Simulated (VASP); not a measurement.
# TiTe2 (P-3m1) in VASP: further runs, part 2 of 2

VASP 6.6.1.

### Step 4. Band structure, r2SCAN

The input, INCAR:

```
SYSTEM = TiTe2
PREC = Accurate
ENCUT = 520
EDIFF = 1E-7
ISMEAR = 1
SIGMA = 0.1
LREAL = .FALSE.
LASPH = .TRUE.
NELM = 80
ALGO = Normal
ISIF = 2
LWAVE = .FALSE.
LCHARG = .FALSE.
LMAXMIX = 4
METAGGA = R2SCAN
LMIXTAU = .TRUE.
KPAR = 4
```

The input, KPOINTS:

```
Automatic mesh
0
G
  12 12 6
  0 0 0
```

The input, POSCAR:

```
TiTe2                                   
1.0
    3.6961190301      0.0000000000      0.0000000000
   -1.8480595151      3.2009329755      0.0000000000
   -0.0000000000     -0.0000000000      6.3729563717
  Ti              Te            
     1     2
Direct
     0.0000000000000000    0.0000000000000000    1.0000000000000000
     0.6666666667000030    0.3333333332999970    0.2716629712386900
     0.3333333332999970    0.6666666667000030    0.7283370287613099
```

KPOINTS_OPT is that of step 3.

Potentials or basis: VASP PAW PBE potentials, release 64 (Ti_sv, Te).

Launch:

```bash
$ cat potpaw_PBE.64/Ti_sv/POTCAR potpaw_PBE.64/Te/POTCAR > POTCAR
$ mpirun -np 4 vasp_std > vasp.out
```

Wall time 5.2 min (4 MPI ranks of AMD EPYC 7R13 (Zen 3), shared host); peak memory 0.33 GiB.

The run converged. Its results:

| Property | Result |
| --- | --- |
| Free energy | -66.1621 eV |
| Pressure | 3.8 GPa |
| Largest force | 0.260 eV/Å |
| Band gap along the path | none (metal or under the smearing width) |

Forces on the atoms (eV/Å):
```
Ti   0.000  0.000  0.000
Te   0.000  0.000 -0.260
Te   0.000  0.000  0.260
```

Stress tensor (GPa, compression positive):
```
4.22 0.00 0.00
0.00 4.22 0.00
0.00 0.00 2.86
```

Levels at the corners of the path, in eV from the Fermi level:
```
point  band 8  band 9  band 10  band 11  band 12  band 13  band 14  band 15  band 16
    Γ   -1.88   -1.88     0.31     0.44     0.44     0.57     1.16     1.16     3.10
    M   -4.24   -3.24    -2.76    -2.01    -1.41    -0.03     1.33     1.75     2.45
    M   -4.24   -3.24    -2.76    -2.01    -1.41    -0.03     1.33     1.75     2.45
    K   -4.23   -4.23    -2.78    -2.73    -2.73     1.23     1.61     1.61     2.09
    K   -4.23   -4.23    -2.78    -2.73    -2.73     1.23     1.61     1.61     2.09
    Γ   -1.88   -1.88     0.31     0.44     0.44     0.57     1.16     1.16     3.10
    Γ   -1.88   -1.88     0.31     0.44     0.44     0.57     1.16     1.16     3.10
    A   -3.28   -1.78    -1.78     0.43     0.43     0.71     0.71     1.19     3.69
    A   -3.28   -1.78    -1.78     0.43     0.43     0.71     0.71     1.19     3.69
    L   -5.28   -2.89    -2.39    -1.14    -0.68    -0.37     1.32     1.73     2.56
    L   -5.28   -2.89    -2.39    -1.14    -0.68    -0.37     1.32     1.73     2.56
    H   -4.65   -4.11    -3.88    -2.05    -2.05     1.07     1.07     1.24     3.17
    H   -4.65   -4.11    -3.88    -2.05    -2.05     1.07     1.07     1.24     3.17
    A   -3.28   -1.78    -1.78     0.43     0.43     0.71     0.71     1.19     3.69
    L   -5.28   -2.89    -2.39    -1.14    -0.68    -0.37     1.32     1.73     2.56
    M   -4.24   -3.24    -2.76    -2.01    -1.41    -0.03     1.33     1.75     2.45
    K   -4.23   -4.23    -2.78    -2.73    -2.73     1.23     1.61     1.61     2.09
    H   -4.65   -4.11    -3.88    -2.05    -2.05     1.07     1.07     1.24     3.17
```

Caveat: the PAW data sets were made with another functional, which shifts forces and pressure a little; spin-orbit coupling is left out, which moves the levels of the heavy elements.

### Step 5. Band structure, PBE, spin-orbit coupling, no magnetisation

INCAR, as its differences from that of step 4:

```diff
@@ -13,5 +13,9 @@
 LCHARG = .FALSE.
+LNONCOLLINEAR = .TRUE.
+MAGMOM = 0 0 0 0 0 0 0 0 0
+LORBIT = 11
+LSORBIT = .TRUE.
+GGA_COMPAT = .FALSE.
 LMAXMIX = 4
-METAGGA = R2SCAN
-LMIXTAU = .TRUE.
+GGA = PE
 KPAR = 4
```

KPOINTS is that of step 4.

POSCAR is that of step 4.

KPOINTS_OPT is that of step 4.

Launch:

```bash
$ cat potpaw_PBE.64/Ti_sv/POTCAR potpaw_PBE.64/Te/POTCAR > POTCAR
$ mpirun -np 4 vasp_ncl > vasp.out
```

Run time: 7.3 min. Hardware: 4 MPI ranks of AMD EPYC 7R13 (Zen 3), shared host; peak memory 0.76 GiB.

The run converged. Its results:

* Free energy: -16.3624 eV
* Pressure: 3.5 GPa
* Valence electrons inside the program's atomic spheres: Ti 10.20; Te 3.43

Stress tensor (GPa, compression positive):
```
3.44 0.00 0.00
0.00 3.44 0.00
0.00 0.00 3.55
```

Caveat: this functional lacks dispersion, which binds the layers, so the pressure and a relaxed spacing across them are unreliable.

### Step 6. Density of states, PBE

POSCAR is that of step 5.

The input, INCAR.step1:

```
PREC = Accurate
ENCUT = 520
EDIFF = 1E-7
ISMEAR = 1
SIGMA = 0.1
LREAL = F
LASPH = T
NELM = 80
ALGO = Normal
ISIF = 2
LWAVE = F
LCHARG = T
LMAXMIX = 4
GGA = PE
KPAR = 4
```

The input, KPOINTS.step1:

```
regular mesh
0
Gamma
  12 12 6
```

The input, INCAR.step2:

```
PREC = Accurate
ENCUT = 520
EDIFF = 1E-7
ISMEAR = -5
SIGMA = 0.1
LREAL = F
LASPH = T
NELM = 80
ALGO = Normal
ISIF = 2
LWAVE = F
LCHARG = F
LMAXMIX = 4
GGA = PE
LORBIT = 11
KPAR = 4
NEDOS = 2001
ICHARG = 11
```

The input, KPOINTS.step2:

```
regular mesh
0
Gamma
  18 18 9
```

Potentials or basis: VASP PAW PBE potentials, release 64 (Ti_sv, Te).

Launch:

```bash
$ cat potpaw_PBE.64/Ti_sv/POTCAR potpaw_PBE.64/Te/POTCAR > POTCAR
$ cp INCAR.step1 INCAR
$ cp KPOINTS.step1 KPOINTS
$ mpirun -np 4 vasp_std > vasp.out
$ cp INCAR.step2 INCAR
$ cp KPOINTS.step2 KPOINTS
$ mpirun -np 4 vasp_std > vasp.out
```

OUTCAR:

```text
PREC = Accurate
   ENCUT = 520
   EDIFF = 1E-7
   ISMEAR = -5
   LREAL = F
   LASPH = T
   NELM = 80
   ISIF = 2
   GGA = PE
   LORBIT = 11
   ICHARG = 11

 ion  position               nearest neighbor table
   1  0.000  0.000  0.000-   2 2.75   3 2.75   2 2.75   3 2.75   2 2.75   3 2.75
   2  0.667  0.333  0.272-   1 2.75   1 2.75   1 2.75   3 3.61   3 3.61   3 3.61
   3  0.333  0.667  0.728-   1 2.75   1 2.75   1 2.75   2 3.61   2 3.61   2 3.61

  LATTYP: Found a hexagonal cell.
 ALAT       =     3.6961190301
 C/A-ratio  =     1.7242292036

  Lattice vectors:

 A1 = (   3.6961190301,   0.0000000000,   0.0000000000)
 A2 = (  -1.8480595151,   3.2009329755,   0.0000000000)
 A3 = (   0.0000000000,   0.0000000000,   6.3729563717)

Analysis of symmetry for initial positions (statically):
=====================================================================
 Subroutine PRICEL returns:
 Original cell was already a primitive cell.

 Routine SETGRP: Setting up the symmetry group for a
 hexagonal supercell.
[... 172 lines left out ...]

 val. band max:        7.7078545506   @ k =   0.1111   0.0000   0.0000
 cond. band min:       7.6121685512   @ k =   0.0000   0.4444   0.1111
 fundamental gap:     -0.0956859994
 Fermi energy:         7.6525067968

 k-point     1 :       0.0000    0.0000    0.0000
  band No.  band energies     occupation
      1     -49.7457      2.00000
      2     -26.0112      2.00000
      3     -26.0112      2.00000
      4     -25.9749      2.00000
      5      -5.1558      2.00000
      6      -3.4406      2.00000
[... 433 lines left out ...]
      3     -26.0270      2.00000
      4     -25.9622      2.00000
      5      -3.2669      2.00000
      6      -2.8336      2.00000
[... 8 lines left out ...]
     15       9.2247      0.00000
     16      10.1157      0.00000

 [... further k-points ...]
[... 5 lines left out ...]
  --------------------------------------------------------------------------------------
  -------------------------------------------------------------------------------------
  Total        1.5256001      1.5256001      1.5571060     -0.0000000      0.0000000     -0.0000000
  in kB       32.4181194     32.4181194     33.0876011     -0.0000000      0.0000000     -0.0000000
  external PRESSURE =      32.6412799 kB  Pullay stress =       0.0000000 kB

 VOLUME and BASIS-vectors are now :
 -----------------------------------------------------------------------------
  energy-cutoff  :      520.00
  volume of cell :       75.40
      direct lattice vectors                 reciprocal lattice vectors
     3.696119030  0.000000000  0.000000000     0.270554057  0.156204458  0.000000000
    -1.848059515  3.200932976  0.000000000     0.000000000  0.312408916  0.000000000
     0.000000000  0.000000000  6.372956372     0.000000000  0.000000000  0.156913047

 POSITION                                       TOTAL-FORCE (eV/Angst)
 -----------------------------------------------------------------------------------
      0.00000      0.00000      0.00000         0.000000      0.000000      0.000000
      1.84806      1.06698      1.73130         0.000000      0.000000     -0.012069
     -0.00000      2.13396      4.64166        -0.000000     -0.000000      0.012069
 -----------------------------------------------------------------------------------
    total drift:                                0.000000     -0.000000     -0.000000

  FREE ENERGIE OF THE ION-ELECTRON SYSTEM (eV)
  ---------------------------------------------------
  free  energy   TOTEN  =       -16.1413867397 eV

  energy  without entropy=      -16.1413867397  energy(sigma->0) =      -16.14138674

 total charge

# of ion       s       p       d       tot
------------------------------------------
    1        2.168   6.127   1.903  10.198
    2        1.385   2.001   0.045   3.431
    3        1.385   2.001   0.045   3.431
--------------------------------------------------
tot          4.938  10.129   1.992  17.059
```

OUTCAR.step1:

```text
PREC = Accurate
   ENCUT = 520
   EDIFF = 1E-7
   ISMEAR = 1
   LREAL = F
[... 683 lines left out ...]
      0.00000      0.00000      0.00000        -0.000000      0.000000      0.000000
      1.84806      1.06698      1.73130         0.000000      0.000000     -0.008516
     -0.00000      2.13396      4.64166        -0.000000      0.000000      0.008516
 -----------------------------------------------------------------------------------
    total drift:                                0.000000     -0.000000     -0.000000

  FREE ENERGIE OF THE ION-ELECTRON SYSTEM (eV)
  ---------------------------------------------------
  free  energy   TOTEN  =       -16.1452261847 eV

  energy  without entropy=      -16.1454709351  energy(sigma->0) =      -16.14530777
```

OSZICAR.step1:

```text
N       E                     dE             d eps       ncg     rms          rms(c)
DAV:   1     0.177641622304E+03    0.17764E+03   -0.11166E+04  3200   0.141E+03
DAV:   2    -0.252284010989E+00   -0.17789E+03   -0.17647E+03  3376   0.339E+02
DAV:   3    -0.176600304658E+02   -0.17408E+02   -0.17021E+02  5400   0.926E+01
DAV:   4    -0.181169794173E+02   -0.45695E+00   -0.45631E+00  3728   0.157E+01
DAV:   5    -0.181380872509E+02   -0.21108E-01   -0.21104E-01  5336   0.307E+00    0.126E+01
DAV:   6    -0.182100370495E+02   -0.71950E-01   -0.46802E+01  4360   0.432E+01    0.132E+01
DAV:   7    -0.163478063147E+02    0.18622E+01   -0.32683E+01  4496   0.341E+01    0.498E+00
DAV:   8    -0.161438353742E+02    0.20397E+00   -0.17215E+00  3928   0.959E+00    0.191E+00
DAV:   9    -0.161590785320E+02   -0.15243E-01   -0.17691E-01  4456   0.288E+00    0.133E+00
DAV:  10    -0.161494139157E+02    0.96646E-02   -0.28969E-01  4120   0.381E+00    0.862E-01
DAV:  11    -0.161453497382E+02    0.40642E-02   -0.25601E-02  4072   0.120E+00    0.401E-01
DAV:  12    -0.161453018745E+02    0.47864E-04   -0.50150E-04  3648   0.177E-01    0.257E-01
DAV:  13    -0.161452309023E+02    0.70972E-04   -0.35817E-04  4384   0.137E-01    0.517E-02
DAV:  14    -0.161452300414E+02    0.86092E-06   -0.91003E-06  3520   0.262E-02    0.463E-02
DAV:  15    -0.161452266564E+02    0.33850E-05   -0.10636E-05  4720   0.244E-02    0.175E-02
DAV:  16    -0.161452261384E+02    0.51802E-06   -0.64864E-06  4464   0.159E-02    0.339E-03
DAV:  17    -0.161452261847E+02   -0.46301E-07   -0.92282E-08  2112   0.279E-03
   1 F= -.16145226E+02 E0= -.16145308E+02  d E =0.244750E-03
```

Wall time 97 s (4 MPI ranks of AMD EPYC 7R13 (Zen 3), shared host); peak memory 0.45 GiB.

What came out:

```yaml
Valence_electrons_inside_the_program's_atomic_spheres: Ti 10.20; Te 3.43
```

Levels at points of the mesh, in eV from the Fermi level:
```tsv
k point	band 9	band 10	band 11	band 12	band 13	band 14	band 15	band 16
(0.00, 0.00, 0.00)	-1.64	0.22	0.42	0.42	0.70	1.25	1.25	3.06
(0.50, 0.00, 0.00)	-2.98	-2.56	-1.75	-1.21	-0.07	1.25	1.62	2.39
```

States per cell in windows of 0.5 eV (zero at the Fermi level; states under -8 eV left out):
| from (eV) | total | Ti1_d | Te2_p | Te3_p | Ti1_p | Ti1_s | Te2_s |
| --- | --- | --- | --- | --- | --- | --- | --- |
| -8.0 | 0.00 | 0.00 | 0.00 | 0.00 | 0.00 | 0.00 | 0.00 |
| -7.5 | 0.00 | 0.00 | 0.00 | 0.00 | 0.00 | 0.00 | 0.00 |
| -7.0 | 0.00 | 0.00 | 0.00 | 0.00 | 0.00 | 0.00 | 0.00 |
| -6.5 | 0.00 | 0.00 | 0.00 | 0.00 | 0.00 | 0.00 | 0.00 |
| -6.0 | 0.01 | 0.00 | 0.00 | 0.00 | 0.00 | 0.00 | 0.00 |
| -5.5 | 0.40 | 0.02 | 0.06 | 0.06 | 0.00 | 0.02 | 0.00 |
| -5.0 | 1.12 | 0.05 | 0.18 | 0.18 | 0.02 | 0.04 | 0.01 |
| -4.5 | 1.22 | 0.07 | 0.20 | 0.20 | 0.02 | 0.02 | 0.01 |
| -4.0 | 0.71 | 0.05 | 0.12 | 0.12 | 0.01 | 0.02 | 0.01 |
| -3.5 | 0.83 | 0.06 | 0.14 | 0.14 | 0.02 | 0.02 | 0.01 |
| -3.0 | 1.41 | 0.17 | 0.24 | 0.24 | 0.03 | 0.01 | 0.01 |
| -2.5 | 1.67 | 0.33 | 0.28 | 0.28 | 0.02 | 0.01 | 0.01 |
| -2.0 | 2.16 | 0.54 | 0.36 | 0.36 | 0.03 | 0.01 | 0.01 |
| -1.5 | 1.26 | 0.24 | 0.23 | 0.23 | 0.03 | 0.01 | 0.01 |
| -1.0 | 0.76 | 0.16 | 0.13 | 0.13 | 0.02 | 0.00 | 0.00 |
| -0.5 | 0.50 | 0.20 | 0.06 | 0.06 | 0.01 | 0.00 | 0.00 |
| 0.0 | 1.13 | 0.66 | 0.06 | 0.06 | 0.01 | 0.00 | 0.01 |
| 0.5 | 0.83 | 0.53 | 0.04 | 0.04 | 0.00 | 0.00 | 0.00 |
| 1.0 | 2.73 | 1.86 | 0.15 | 0.15 | 0.01 | 0.01 | 0.01 |
| 1.5 | 1.34 | 0.95 | 0.07 | 0.07 | 0.01 | 0.01 | 0.00 |
| 2.0 | 1.19 | 0.70 | 0.06 | 0.06 | 0.01 | 0.01 | 0.01 |
| 2.5 | 0.72 | 0.36 | 0.07 | 0.07 | 0.00 | 0.01 | 0.00 |
| 3.0 | 0.09 | 0.04 | 0.01 | 0.01 | 0.00 | 0.00 | 0.00 |
| 3.5 | 0.00 | 0.00 | 0.00 | 0.00 | 0.00 | 0.00 | 0.00 |
| 4.0 | 0.00 | 0.00 | 0.00 | 0.00 | 0.00 | 0.00 | 0.00 |
| 4.5 | 0.00 | 0.00 | 0.00 | 0.00 | 0.00 | 0.00 | 0.00 |
| 5.0 | 0.00 | 0.00 | 0.00 | 0.00 | 0.00 | 0.00 | 0.00 |
| 5.5 | 0.00 | 0.00 | 0.00 | 0.00 | 0.00 | 0.00 | 0.00 |

Caveat: this functional lacks dispersion, which binds the layers, so the pressure and a relaxed spacing across them are unreliable; tetrahedron occupations give inexact forces and stress in metals. The run has no spin-orbit coupling, so splittings on Te are missing.

### Step 7. Overview

```tsv
task	level	potentials or basis	spin	k mesh for the DOS	occupations for the DOS	pressure (GPa)	largest force (eV/Å)
band structure	PBE	VASP PAW PBE potentials, release 64 (Ti_sv, Te)	off	-	-	3.3	0.01
band structure	LDA	VASP PAW LDA potentials, release 64 (Ti_sv, Te)	off	-	-	-2.0	0.30
band structure	r2SCAN	VASP PAW PBE potentials, release 64 (Ti_sv, Te)	off	-	-	3.8	0.26
band structure	PBE	VASP PAW PBE potentials, release 64 (Ti_sv, Te)	SOC, no magnetisation	-	-	3.5	-
density of states	PBE	VASP PAW PBE potentials, release 64 (Ti_sv, Te)	off	18 × 18 × 9	tetrahedron	-	-
```

Alike in all rows: cell as given; k mesh 12 × 12 × 6; cutoff (eV) 520; smearing methfessel-paxton 0.1 eV.

Caveats: spin-orbit coupling is left out, which moves the levels of the heavy elements (some runs); this functional lacks dispersion, which binds the layers, so the pressure and a relaxed spacing across them are unreliable (some runs); the PAW data sets were made with another functional, which shifts forces and pressure a little (some runs); tetrahedron occupations give inexact forces and stress in metals (some runs).

Total energies depend on the potentials used, so only differences within one code and one set of settings carry meaning.
